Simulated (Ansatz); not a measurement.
**ZnO: a single-point run**

The task is a single-point run on ZnO. The structure is shown as the input types it. The cell is built on a prototype (rocksalt) and needn't be the phase found in nature.

Method: density functional or hybrid calculation with the settings of its input, plane waves, in Ansatz 0.2.0.

2 further runs of the same task are left out: 2 that didn't finish.

## (1) Starting point

It takes space group Fm-3m (No. 225, cubic). Conventional cell: a = 4.268 Å, b = 4.268 Å, c = 4.268 Å, α = 90.00°, β = 90.00°, γ = 90.00°. Around Zn (site symmetry m-3m) lie 6 O at 2.13 Å. O (site symmetry m-3m) has 6 Zn at 2.13 Å as nearest neighbours.

Structure file:

```
Zn O
1.0
     0.00000    2.13377    2.13377
     2.13377    0.00000    2.13377
     2.13377    2.13377    0.00000
Zn O
1 1
Direct
  0.00000 0.00000 0.00000
  0.50000 0.50000 0.50000
```

## (2) The run

input.yaml reads:

```yaml
crystal:
  lattice:
    - [0.0, 2.1337703831, 2.1337703831]
    - [2.1337703831, 0.0, 2.1337703831]
    - [2.1337703831, 2.1337703831, 0.0]
  atoms:
    - { symbol: Zn, position: [0.0, 0.0, 0.0] }
    - { symbol: O, position: [0.5, 0.5, 0.5] }
kpoints:
  mp_grid: { grid: [8, 8, 8] }
hamiltonian:
  xc: r2scan
scf:
  occupations: { method: cold, width: 4 }
  n_extra_bands: 4
output:
  forces: true
  stress: true
  eigenvalues: true
```

Command:

```bash
$ ansatz run input.yaml --threads 4 --pin off --max-ram 3686MiB --backend cpu --events-out ev --progress --plain --runs-dir out
```

**Question.** How will this run end, and is anything wrong with its input?

This run ends as converged. It gives a pressure of -20 GPa, which is large.

In the input, scf.occupations.width is 4. Occupations are smeared over electronvolts, wider than many features of the bands.

To check: set scf.occupations.width to 0.001.
